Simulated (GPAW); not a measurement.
Set up this calculation in GPAW 26.7.0, as an ASE script.

- Task: single point
- Functional: PBE
- Potentials or basis: GPAW PAW data sets (gpaw-data 1.2.1)
- Cutoff: 600 eV
- Basis: pw
- k mesh: 11 × 11 × 10
- Occupations: fermi-dirac, width 0.05 eV
- Spin: no spin polarisation
- Maxiter: 150

The system is Hf.

```
Hf
1.0
     0.11927    2.34305    1.99282
     2.32109    0.12480    1.98729
     2.44975    2.46619   -0.00387
Hf
1
Direct
  0.00000 0.00000 0.00000
```

This isn't the form of Hf at room conditions, which is hcp.

The cell isn't the ideal one: cell sheared at random, sigma 0.06, atoms nudged by 0.01 Å.

One way to write it, as run:

run.py

```python
from ase import Atoms
from ase.dft.bandgap import bandgap
from ase.io import write
from ase.units import Bohr, GPa
from gpaw import GPAW, PW
from gpaw.elf import elf_from_dft_calculation

atoms = Atoms(['Hf'],
              cell=[[0.11926996, 2.34305202, 1.99282058],
                    [2.32108664, 0.12479836, 1.98729217],
                    [2.44975498, 2.46619196, -0.00386998]],
              scaled_positions=[[0.0, 0.0, 0.0]],
              pbc=True)

calc = GPAW(mode=PW(600),
            xc='PBE',
            kpts={'size': (11, 11, 10), 'gamma': True},
            occupations={'name': 'fermi-dirac', 'width': 0.05},
            nbands=14,
            convergence={'density': 1e-05, 'energy': 1e-05},
            maxiter=150,
            txt='gpaw.txt')
atoms.calc = calc
energy = atoms.get_potential_energy()
forces = atoms.get_forces()
stress = atoms.get_stress()
calc.write('gs.gpw')
write('result.traj', atoms)
print(f'Energy: {energy:.6f} eV')
print('Forces (eV/A):')
print(forces.round(4))
print('Stress (GPa):', (stress / GPa).round(3))
print('Fermi level:', round(calc.get_fermi_level(), 4), 'eV')
print(f'Gap: {bandgap(calc)[0]:.4f} eV, direct: {bandgap(calc, direct=True)[0]:.4f} eV')

# fields on the real-space grid
write('density.cube', atoms, data=calc.get_pseudo_density() * Bohr**3)
write('potential.cube', atoms, data=calc.get_electrostatic_potential())
write('elf.cube', atoms, data=elf_from_dft_calculation(calc).data)
```

Potentials or basis: GPAW PAW data sets (gpaw-data 1.2.1), pw.

Command:

```sh
$ OMP_NUM_THREADS=1 python run.py
```

It gave:

```
Pressure               : 4.3 GPa
Band gap on the k mesh : none (metal or under the smearing width)
```

Run time: 110 s on 1 thread of Arm Neoverse V1 (shared host), peak memory 0.3 GiB.
